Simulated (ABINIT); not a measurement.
# ZrB2 (P6/mmm) in ABINIT: settings compared, part 2 of 2

ABINIT 10.8.3 (patched build).

## Step 3: Single point, PBEsol

run.abi

```
# Pseudopotentials
pp_dirpath "./"
pseudos "Zr.upf, B.upf"

# Structure
acell 5.9904318151 5.9904318151 6.6764023983
rprim
     1.0000000000     0.0000000000     0.0000000000
    -0.5000000000     0.8660254038     0.0000000000
     0.0000000000     0.0000000000     1.0000000000
ntypat 2
znucl 40 5
natom 3
typat 1 2 2
xcart
     0.0000000000     0.0000000000     0.0000000000
     1.5850000002     0.9151001766     1.7665000000
    -0.0000000002     1.8302003534     1.7665000000 Angstrom

# Plane-wave basis
ecut 34.0

# k points
kptopt 1
ngkpt 8 8 6
nshiftk 1
shiftk 0.0 0.0 0.0

# Exchange and correlation
ixc -116133

# Bands and occupations
nband 13
occopt 3
tsmear 0.05 eV

# SCF cycle
nstep 100
tolvrs 1.0e-10

# Output
iomode 3
prtwf 0
prtden 0
prteig 0
prtebands 0
enunit 1
```

Potentials or basis: PseudoDojo NC SR PBEsol v0.4.1 standard.

Run with:

```sh
$ mpirun --bind-to none -np 4 abinit run.abi > log 2>&1
```

run.abo:

```text
.Version 10.8.3 of ABINIT
 Symmetries : space group P6/m m m (#191); Bravais hP (primitive hexag.)
================================================================================
 Values of the parameters that define the memory need of the present run
     intxc =       0    ionmov =       0      iscf =       7    lmnmax =       6
     lnmax =       6     mgfft =      36  mpssoang =       3    mqgrid =    3001
     natom =       3  nloc_mem =       1    nspden =       1   nspinor =       1
    nsppol =       1      nsym =      24    n1xccc =    2501    ntypat =       2
    occopt =       3   xclevel =       2
       mpw =        1982          nfft =       36864          nkpt =          40
================================================================================
================================================================================

--------------------------------------------------------------------------------
------------- Echo of variables that govern the present computation ------------
--------------------------------------------------------------------------------
 -outvars: echo values of preprocessed input variables --------
            acell      5.9904318151E+00  5.9904318151E+00  6.6764023983E+00 Bohr
              amu      9.12240000E+01  1.08110000E+01
             ecut      3.40000000E+01 Hartree
           enunit           1
              ixc     -116133
         kptrlatt        8    0    0      0    8    0      0    0    6
          kptrlen      4.00584144E+01
            natom           3
            nband          13
            ngfft          32      32      36
             nkpt          40
            nstep         100
             nsym          24
           ntypat           2
           occopt           3
           prtden           0
        prtebands           0
           prteig           0
            prtwf           0
            rprim      1.0000000000E+00  0.0000000000E+00  0.0000000000E+00
                      -5.0000000000E-01  8.6602540380E-01  0.0000000000E+00
                       0.0000000000E+00  0.0000000000E+00  1.0000000000E+00
          spgroup         191
           tolvrs      1.00000000E-10
           tsmear      1.83746611E-03 Hartree
            typat      1  2  2
           xangst      0.0000000000E+00  0.0000000000E+00  0.0000000000E+00
[... 126 lines left out ...]

 cartesian forces (hartree/bohr) at end:
    1     -0.00000000000000    -0.00000000000000    -0.00000000000000
    2     -0.00000000000000    -0.00000000000000    -0.00000000000000
    3     -0.00000000000000    -0.00000000000000    -0.00000000000000
 frms,max,avg= 0.0000000E+00 0.0000000E+00   0.000E+00  0.000E+00  0.000E+00 h/b

 cartesian forces (eV/Angstrom) at end:
    1     -0.00000000000000    -0.00000000000000    -0.00000000000000
    2     -0.00000000000000    -0.00000000000000    -0.00000000000000
    3     -0.00000000000000    -0.00000000000000    -0.00000000000000
 frms,max,avg= 0.0000000E+00 0.0000000E+00   0.000E+00  0.000E+00  0.000E+00 e/A
 length scales=  5.990431815100  5.990431815100  6.676402398300 bohr
              =  3.169999997869  3.169999997869  3.532999997602 angstroms
 Fermi (or HOMO) energy (eV) =  12.59868   Average Vxc (eV)= -12.75616
 Eigenvalues (   eV  ) for nkpt=  40  k points:
 kpt#   1, nband= 13, wtk=  0.00260, kpt=  0.0000  0.0000  0.0000 (reduced coord)
 -36.06116  -14.28926  -13.72064  -13.72064   -0.25461    9.83513    9.83513    9.83784
  10.13484   15.84857   15.84858   16.65360   16.65446
 prteigrs : prtvol=0 or 1, do not print more k-points.

--- !EnergyTerms
iteration_state     : {dtset: 1, }
comment             : Components of total free energy in Hartree
kinetic             :  1.85462685225970E+01
hartree             :  6.19488686300467E+00
xc                  : -1.24948499731259E+01
Ewald energy        : -4.82953939840230E+01
psp_core            :  2.19402803363855E+00
local_psp           : -2.80898065926657E+01
non_local_psp       :  5.35592143103195E+00
internal            : -5.65889456995424E+01
'-kT*entropy'       : -8.51603653816058E-05
total_energy        : -5.65890308599078E+01
total_energy_eV     : -1.53986597601469E+03
band_energy         : -3.10701486052821E+00
...

 Cartesian components of stress tensor (hartree/bohr^3)
  sigma(1 1)=  1.24035916E-04  sigma(3 2)=  0.00000000E+00
  sigma(2 2)=  1.24035915E-04  sigma(3 1)=  0.00000000E+00
  sigma(3 3)=  1.50048472E-04  sigma(2 1)=  0.00000000E+00

-Cartesian components of stress tensor (GPa)         [Pressure= -3.9044E+00 GPa]
- sigma(1 1)=  3.64926263E+00  sigma(3 2)=  0.00000000E+00
- sigma(2 2)=  3.64926262E+00  sigma(3 1)=  0.00000000E+00
- sigma(3 3)=  4.41457846E+00  sigma(2 1)=  0.00000000E+00

== END DATASET(S) ==============================================================
================================================================================

 -outvars: echo values of variables after computation  --------
            acell      5.9904318151E+00  5.9904318151E+00  6.6764023983E+00 Bohr
           etotal     -5.6589030860E+01
            fcart     -0.0000000000E+00 -0.0000000000E+00 -0.0000000000E+00
                      -0.0000000000E+00 -0.0000000000E+00 -0.0000000000E+00
                      -0.0000000000E+00 -0.0000000000E+00 -0.0000000000E+00
            rprim      1.0000000000E+00  0.0000000000E+00  0.0000000000E+00
                      -5.0000000000E-01  8.6602540380E-01  0.0000000000E+00
                       0.0000000000E+00  0.0000000000E+00  1.0000000000E+00
           strten      1.2403591567E-04  1.2403591529E-04  1.5004847190E-04
                       0.0000000000E+00  0.0000000000E+00  0.0000000000E+00
           xangst      0.0000000000E+00  0.0000000000E+00  0.0000000000E+00
                       1.5849999989E+00  9.1510017607E-01  1.7664999988E+00
                       1.9677180005E-17  1.8302003521E+00  1.7664999988E+00
             xred      0.0000000000E+00  0.0000000000E+00  0.0000000000E+00
                       6.6666666667E-01  3.3333333333E-01  5.0000000000E-01
                       3.3333333333E-01  6.6666666667E-01  5.0000000000E-01
 Calculation completed.
```

Run time: 6.3 s. Hardware: 4 MPI ranks of Arm Neoverse V2, shared host; peak memory 0.24 GiB.

Results:

```yaml
Free_energy: -1539.8660 eV
Pressure: -3.9 GPa
Band_gap_on_the_k_mesh: none (metal or under the smearing width)
Valence_electrons_inside_the_program's_atomic_spheres: Zr 8.44; B 2.63
```

Levels at points of the mesh, in eV from the Fermi level:
```csv
k point,band 6,band 7,band 8,band 9,band 10,band 11,band 12,band 13
"(0.00, 0.00, 0.00)",-2.76,-2.76,-2.76,-2.46,3.25,3.25,4.05,4.06
"(0.50, 0.00, 0.00)",-8.60,-4.04,-3.18,-2.85,2.13,2.15,4.80,4.87
"(0.00, 0.00, 0.50)",-7.12,-1.07,-1.07,0.17,0.17,0.63,0.63,1.67
"(0.50, 0.00, 0.50)",-7.11,-4.75,-4.28,-2.13,3.59,3.97,5.18,6.19
```

## Step 4: Relaxation of cell and atoms, PBEsol

run.abi

```
# Pseudopotentials
pp_dirpath "./"
pseudos "Zr.upf, B.upf"

# Structure
acell 3*1.0 Angstrom
rprim
     3.1700000000     0.0000000000     0.0000000000
    -1.5850000000     2.7453005300     0.0000000000
     0.0000000000     0.0000000000     3.5330000000
ntypat 2
znucl 40 5
natom 3
typat 1 2 2
chkprim 0
chksymtnons 0
tolsym 1.0e-6
xred
            0.0            0.0            0.0
            2/3            1/3            1/2
            1/3            2/3            1/2

# Plane-wave basis
ecut 38.0
ecutsm 0.5

# k points
kptopt 1
ngkpt 8 8 6
nshiftk 1
shiftk 0.0 0.0 0.0

# Exchange and correlation
ixc -116133

# Bands and occupations
nband 13
occopt 3
tsmear 0.00183747

# SCF cycle
nstep 80
tolvrs 1.0e-12

# Output
iomode 3
prteig 0
prtebands 0
prtwf 0
prtden 0

# Relaxation
ionmov 2
optcell 2
ntime 50
tolmxf 2.0e-5
dilatmx 1.08
```

Run with:

```sh
$ mpirun --bind-to none -np 4 abinit run.abi > log 2>&1
```

It took 48 s on 4 MPI ranks of Arm Neoverse V1, shared host; peak memory 0.32 GiB.

The run converged. Its results:

| Quantity | Value |
| --- | --- |
| Free energy | -1539.8749 eV |
| Relaxed volume | 10.09 Å³/atom |
| Relaxed cell | a = 3.157 Å, b = 3.157 Å, c = 3.507 Å, α = 90.00°, β = 90.00°, γ = 120.00° |
| Space group after relaxing (to 0.05 Å) | P6/mmm (No. 191) |
| Energy gained by relaxing | 1.9 meV/atom |
| Ionic steps | 5 |
| Pressure after relaxing | 0.0 GPa |
| Band gap on the k mesh | none (metal or under the smearing width) |

Step by step:
```
step  energy change (eV)  largest force (eV/Å)  pressure (GPa)  volume (Å³)
   1              0.0000                0.0000           -3.72        30.75
   2             -0.0052                0.0000           -0.99        30.40
   3             -0.0057                0.0000            0.04        30.27
   4             -0.0057                0.0000            0.05        30.27
   5             -0.0057                0.0000            0.00        30.27
```

Final structure:
```
Zr B
1.0
     3.15709    0.00000    0.00000
    -1.57854    2.73412    0.00000
     0.00000    0.00000    3.50704
Zr B
1 2
Direct
  0.00000 0.00000 0.00000
  0.66667 0.33333 0.50000
  0.33333 0.66667 0.50000
```

## Step 5: Single point, PBEsol (cell relaxed)

run.abi

```
# Pseudopotentials
pp_dirpath "./"
pseudos "Zr.upf, B.upf"

# Structure
acell 3.15708881 3.1570888062 3.50704146 Angstrom
rprim
     1.0000000000     0.0000000000     0.0000000000
    -0.4999999990     0.8660254044     0.0000000000
     0.0000000000     0.0000000000     1.0000000000
ntypat 2
znucl 40 5
natom 3
typat 1 2 2
xred
     0.0000000000     0.0000000000     0.0000000000
     0.6666666700     0.3333333300     0.5000000000
     0.3333333300     0.6666666700     0.5000000000
chkprim 0
chksymtnons 0
tolsym 1.0e-6

# Plane-wave basis
ecut 38.0

# k points
kptopt 1
ngkpt 8 8 6
nshiftk 1
shiftk 0.0 0.0 0.0

# Exchange and correlation
ixc -116133

# Bands and occupations
nband 13
occopt 3
tsmear 0.05 eV

# SCF cycle
nstep 100
tolvrs 1.0e-10

# Output
iomode 3
prtwf 0
prtden 0
prteig 0
prtebands 0
enunit 1
```

Run with:

```sh
$ mpirun --bind-to none -np 4 abinit run.abi > log 2>&1
```

Wall time 9.7 s (4 MPI ranks of Arm Neoverse V1, shared host); peak memory 0.28 GiB.

Results (log left out):

```yaml
Free_energy: -1539.8750 eV
Pressure: 0.0 GPa
Band_gap_on_the_k_mesh: none (metal or under the smearing width)
Valence_electrons_inside_the_program's_atomic_spheres: Zr 8.45; B 2.66
```

Levels at points of the mesh, in eV from the Fermi level:
| k point | band 7 | band 8 | band 9 | band 10 | band 11 | band 12 |
| --- | --- | --- | --- | --- | --- | --- |
| (0.00, 0.00, 0.00) | -2.83 | -2.80 | -2.44 | 3.31 | 3.31 | 4.15 |
| (0.50, 0.00, 0.00) | -4.09 | -3.21 | -2.91 | 2.16 | 2.19 | 4.91 |
| (0.00, 0.00, 0.50) | -1.10 | -1.10 | 0.14 | 0.14 | 0.63 | 0.63 |
| (0.50, 0.00, 0.50) | -4.83 | -4.35 | -2.11 | 3.70 | 4.03 | 5.27 |

## Step 6: Summary

```csv
task,level,potentials or basis,cell,cutoff (eV),cell freedom (optcell),optimiser (ionmov),cutoff smearing ecutsm (Ha),force stop (Ha/bohr),gap on the mesh (eV),pressure (GPa)
single point,LDA,PseudoDojo NC SR LDA v0.4.1 standard,cell relaxed,1034,-,-,-,-,none,-0.1
single point,PBEsol,PseudoDojo NC SR PBEsol v0.4.1 standard,as given,925,-,-,-,-,none,-3.9
relaxation of cell and atoms,PBEsol,PseudoDojo NC SR PBEsol v0.4.1 standard,relaxed,1034,2,2,0.5,2e-05,none,0.0
single point,PBEsol,PseudoDojo NC SR PBEsol v0.4.1 standard,cell relaxed,1034,-,-,-,-,none,0.0
```

Alike in all rows: no spin polarisation; k mesh 8 × 8 × 6; smearing fermi-dirac 0.05 eV.

Absolute energies hang on the potentials; compare differences alone.
